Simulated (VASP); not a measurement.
# HfB2 (P6/mmm) in VASP: single point with PBEsol

Aim: the single point of HfB2 with PBEsol.

All numbers are computed with VASP 6.6.1; they aren't measurements. Logs are shortened: lines on timing, memory, paths and dates and some standing lists are left out, and cuts for length are marked.

## 1. The crystal as given

It takes space group P6/mmm (No. 191, hexagonal). Conventional cell: a = 3.127 Å, b = 3.127 Å, c = 3.447 Å, α = 90.00°, β = 90.00°, γ = 120.00°. Hf (site symmetry 6/mmm) has 12 B at 2.50 Å as nearest neighbours. B (site symmetry -6m2) has 3 B at 1.81 Å as nearest neighbours.

The cell comes from a database or a generator and needn't be the stable form of this composition.

## 2. Single point, PBEsol

File INCAR:

```
PREC = Accurate
ENCUT = 520
EDIFF = 1E-6
ISMEAR = 0
SIGMA = 0.1
LREAL = False
LASPH = True
NELM = 100
ALGO = Fast
ISIF = 2
LWAVE = False
LCHARG = False
GGA = PS
NBANDS = 15
```

File KPOINTS:

```
regular mesh
0
Gamma
  15 15 12
```

File POSCAR:

```
HfB2
1.0
    3.1272675614      0.0000000000      0.0000000000
   -1.5636337807      2.7082931526      0.0000000000
    0.0000000000      0.0000000000      3.4469749437
Hf B
1 2
Direct
    0.0000000000      0.0000000000      0.0000000000
    0.3333333333      0.6666666667      0.5000000000
    0.6666666667      0.3333333333      0.5000000000
```

Potentials or basis: VASP PAW PBE potentials, release 64 (Hf_pv, B).

On the command line:

```console
> cat potpaw_PBE.64/Hf_pv/POTCAR potpaw_PBE.64/B/POTCAR > POTCAR
> mpirun -np 1 vasp_std > vasp.out
```

OUTCAR:

```text
PREC = Accurate
   ENCUT = 520
   EDIFF = 1E-6
   ISMEAR = 0
   LREAL = False
   LASPH = True
   NELM = 100
   ISIF = 2
   GGA = PS

 ion  position               nearest neighbor table
   1  0.000  0.000  0.000-   2 2.50   3 2.50   2 2.50   3 2.50   2 2.50   2 2.50   3 2.50   3 2.50
                             3 2.50   3 2.50   2 2.50   2 2.50
   2  0.333  0.667  0.500-   3 1.81   3 1.81   3 1.81   1 2.50   1 2.50   1 2.50   1 2.50   1 2.50
                             1 2.50
   3  0.667  0.333  0.500-   2 1.81   2 1.81   2 1.81   1 2.50   1 2.50   1 2.50   1 2.50   1 2.50
                             1 2.50

  LATTYP: Found a hexagonal cell.
 ALAT       =     3.1272675614
 C/A-ratio  =     1.1022321807

  Lattice vectors:

 A1 = (   3.1272675614,   0.0000000000,   0.0000000000)
 A2 = (  -1.5636337807,   2.7082931526,   0.0000000000)
 A3 = (   0.0000000000,   0.0000000000,   3.4469749437)

Analysis of symmetry for initial positions (statically):
=====================================================================
 Subroutine PRICEL returns:
 Original cell was already a primitive cell.

 Routine SETGRP: Setting up the symmetry group for a
 hexagonal supercell.

 Subroutine GETGRP returns: Found 24 space group operations
 (whereof 24 operations were pure point group operations)
 out of a pool of 24 trial point group operations.

The static configuration has the point symmetry D_6h.

Analysis of symmetry for dynamics (positions and initial velocities):
=====================================================================
 Subroutine PRICEL returns:
 Original cell was already a primitive cell.

 Routine SETGRP: Setting up the symmetry group for a
 hexagonal supercell.

 Subroutine GETGRP returns: Found 24 space group operations
 (whereof 24 operations were pure point group operations)
 out of a pool of 24 trial point group operations.

The dynamic configuration has the point symmetry D_6h.

 Subroutine INISYM returns: Found 24 space group operations
 (whereof 24 operations are pure point group operations),
 and found     1 'primitive' translations

----------------------------------------------------------------------------------------

                                     Primitive cell

  volume of cell :      29.1944

  direct lattice vectors                    reciprocal lattice vectors
     3.127267561  0.000000000  0.000000000     0.319767970  0.184618124  0.000000000
    -1.563633781  2.708293153  0.000000000     0.000000000  0.369236247  0.000000000
     0.000000000  0.000000000  3.446974944     0.000000000  0.000000000  0.290109449

[... 101 lines left out ...]
   EFERMI_NEDOS =   21; number of points for ismear=-14 and -15
   IALGO  =     68    algorithm
   IMIX   =      4    mixing-type and parameters
     AMIX     =   0.40;   BMIX     =  1.00
     AMIX_MAG =   1.60;   BMIX_MAG =  1.00
  volume/ion in A,a.u.               =       9.73        65.67
  Fermi-wavevector in a.u.,A,eV,Ry     =   1.339724  2.531711 24.420544  1.794859
  Thomas-Fermi vector in A             =   2.468093
   LORBIT       =      0    0 simple, 1 ext, 2 COOP (PROOUT), +10 PAW based schemes
   GGA     = PS    functional components
   LHFCALC =     F    Hartree Fock is set to
   AEXX    =    0.0000 exact exchange contribution
   IVDW    =     0    specifies the selected vdW correction
   LEPSILON=     F    determine dielectric tensor
   LRPA    =     F    only Hartree local field effects (RPA)
 non-spin polarized calculation
 RMM-DIIS sequential band-by-band and
 Gauss-broadening in eV      SIGMA  =   0.10
  energy-cutoff  :      520.00
  volume of cell :       29.19
 maximum number of plane-waves:       798
 NGX is ok and might be reduce to    24
   NGX = 11   NGY = 11   NGZ = 13

 number of electron      15.9999999 magnetization

 Free energy of the ion-electron system (eV)
  ---------------------------------------------------
  ext. energy  EPLUGINS =         0.00000000
  ---------------------------------------------------
  free energy    TOTEN  =       -27.86626636 eV

  energy without entropy =      -27.86509628  energy(sigma->0) =      -27.86568132

 E-fermi :   7.7087     XC(G=0): -12.7650

 val. band max:        7.6985762112   @ k =   0.4000   0.1333   0.0000
 cond. band min:       7.7455695020   @ k =   0.1333   0.1333   0.2500
 fundamental gap:      0.0469932909
 Fermi energy:         7.7087220058

 k-point     1 :       0.0000    0.0000    0.0000
  band No.  band energies     occupation
      1     -22.8209      2.00000
      2     -22.2997      2.00000
      3     -22.2997      2.00000
      4      -6.1307      2.00000
      5       4.6306      2.00000
      6       4.7262      2.00000
      7       4.7262      2.00000
      8       4.9959      2.00000
      9      11.7690      0.00000
     10      11.7690      0.00000
     11      12.4999      0.00000
     12      12.4999      0.00000
     13      12.7244      0.00000
     14      12.7244      0.00000
[... 401 lines left out ...]
      2     -22.6679      2.00000
      3     -22.6678      2.00000
      4      -1.4671      2.00000
      5      -1.0572      2.00000
      6       1.5676      2.00000
      7       4.0939      2.00000
      8       6.6362      2.00000
      9       7.4313      1.99991
     10      10.7164      0.00000
     11      12.3654      0.00000
     12      14.7167      0.00000
     13      16.7754      0.00000
     14      17.9130      0.00000
     15      18.3559      0.00000

 [... further k-points ...]

------------------------ aborting loop because EDIFF is reached ----------------------------------------

  FORCE on cell =-STRESS in cart. coord.  units (eV):
  Direction    XX          YY          ZZ          XY          YZ          ZX
  --------------------------------------------------------------------------------------
  -------------------------------------------------------------------------------------
  Total       -0.0282583     -0.0282583      0.0348160      0.0000000     -0.0000000      0.0000000
  in kB       -1.5508070     -1.5508070      1.9106908      0.0000000     -0.0000000      0.0000000
  external PRESSURE =      -0.3969744 kB  Pullay stress =       0.0000000 kB

 VOLUME and BASIS-vectors are now :
 -----------------------------------------------------------------------------
  energy-cutoff  :      520.00
  volume of cell :       29.19
      direct lattice vectors                 reciprocal lattice vectors
     3.127267561  0.000000000  0.000000000     0.319767970  0.184618124  0.000000000
    -1.563633781  2.708293153  0.000000000     0.000000000  0.369236247  0.000000000
     0.000000000  0.000000000  3.446974944     0.000000000  0.000000000  0.290109449

 POSITION                                       TOTAL-FORCE (eV/Angst)
 -----------------------------------------------------------------------------------
      0.00000      0.00000      0.00000         0.000000      0.000000      0.000000
     -0.00000      1.80553      1.72349         0.000000     -0.000000      0.000000
      1.56363      0.90276      1.72349        -0.000000      0.000000      0.000000
 -----------------------------------------------------------------------------------
    total drift:                               -0.000000      0.000000      0.000000

  FREE ENERGIE OF THE ION-ELECTRON SYSTEM (eV)
  ---------------------------------------------------
  free  energy   TOTEN  =       -27.8662663645 eV

  energy  without entropy=      -27.8650962830  energy(sigma->0) =      -27.86568132
```

OSZICAR:

```text
N       E                     dE             d eps       ncg     rms          rms(c)
DAV:   1     0.261651119791E+02    0.26165E+02   -0.80575E+03  5678   0.102E+03
DAV:   2    -0.286197441098E+02   -0.54785E+02   -0.51374E+02  7528   0.218E+02
DAV:   3    -0.300724634473E+02   -0.14527E+01   -0.14468E+01  7427   0.261E+01
DAV:   4    -0.300782398923E+02   -0.57764E-02   -0.57750E-02  6720   0.201E+00
DAV:   5    -0.300782729262E+02   -0.33034E-04   -0.33033E-04  7469   0.136E-01    0.552E+01
RMM:   6    -0.279800743409E+02    0.20982E+01   -0.23459E+00  5966   0.741E+00    0.378E+01
RMM:   7    -0.279913955778E+02   -0.11321E-01   -0.17095E+00  6649   0.638E+00    0.101E+01
RMM:   8    -0.278792499009E+02    0.11215E+00   -0.35083E-01  5743   0.336E+00    0.862E-01
RMM:   9    -0.278669781509E+02    0.12272E-01   -0.23816E-02  6625   0.918E-01    0.605E-01
RMM:  10    -0.278663261265E+02    0.65202E-03   -0.19408E-03  7319   0.275E-01    0.252E-01
RMM:  11    -0.278663095187E+02    0.16608E-04   -0.56101E-04  6885   0.132E-01    0.205E-01
RMM:  12    -0.278662652314E+02    0.44287E-04   -0.87556E-05  7003   0.555E-02    0.287E-02
RMM:  13    -0.278662667748E+02   -0.15434E-05   -0.12483E-05  7059   0.182E-02    0.319E-02
RMM:  14    -0.278662663645E+02    0.41033E-06   -0.35430E-06  6246   0.997E-03
   1 F= -.27866266E+02 E0= -.27865681E+02  d E =-.117008E-02
```

It took 33 s on 1 thread of Intel Xeon Platinum 8559C (Emerald Rapids), shared host; peak memory 0.19 GiB.

What came out:

```yaml
Free_energy: -27.8663 eV
Pressure: 0.0 GPa
Band_gap_on_the_k_mesh: none (metal or under the smearing width)
```

Stress tensor (GPa, compression positive):
```
-0.16  0.00  0.00
 0.00 -0.16  0.00
 0.00  0.00  0.19
```

Caveat: the PAW data sets were made with another functional, which shifts forces and pressure a little.
